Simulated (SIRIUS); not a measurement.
LiCl under changes of volume

One of the cells (17.209 Å³/atom); the others are scaled copies at fixed shape and fractional positions:

```xyz
2
Lattice="0.0000 2.5818 2.5818 2.5818 0.0000 2.5818 2.5818 2.5818 0.0000" Properties=species:S:1:pos:R:3 pbc="T T T"
Cl    2.5818    2.5818    2.5818
Li    0.0000    0.0000    0.0000
```

```yaml
Program: SIRIUS 7.12.0
Functional: PBEsol
Potentials_or_basis: PseudoDojo 0.4.1 PBEsol standard (scalar relativistic)
Cutoff: 1030 eV
Density_cutoff: 4119 eV
k_mesh: 9 × 9 × 9
Occupations: fermi-dirac, width 0.05 eV
Spin: no spin polarisation
```

```csv
volume (Å³/atom),energy over the lowest point (meV/atom),pressure (GPa),gap on the mesh (eV)
15.859,?,?,?
16.196,0.00,0.1,6.36
16.534,0.62,-0.6,6.24
17.209,5.88,-1.8,6.02
17.546,10.24,-2.3,5.91
17.883,15.61,-2.8,5.82
```

Q: What does the run at 15.859 Å³/atom give?

A: Energy over the lowest point 0.94 meV/atom; pressure 0.8 GPa; gap on the mesh 6.49 eV.

Worked out: A Birch-Murnaghan fit of order 3 (a polynomial in V^(-2/3)) to the other rows has its minimum at 16.22 Å³/atom with B0 = V·E''(V) = 35 GPa and B' = 4.1. It gives 0.92 meV/atom at 15.859 Å³/atom, against the run's 0.94, and -dE/dV = 0.8 GPa, against 0.8. A straight line through the other rows of the gap, of slope -5.48 eV per unit of ln V, extrapolates to 6.47 eV, against the run's 6.49.

Energies are extrapolated to zero smearing.

Caveats: an odd mesh through Γ misses points on the zone boundary, where band edges often lie.
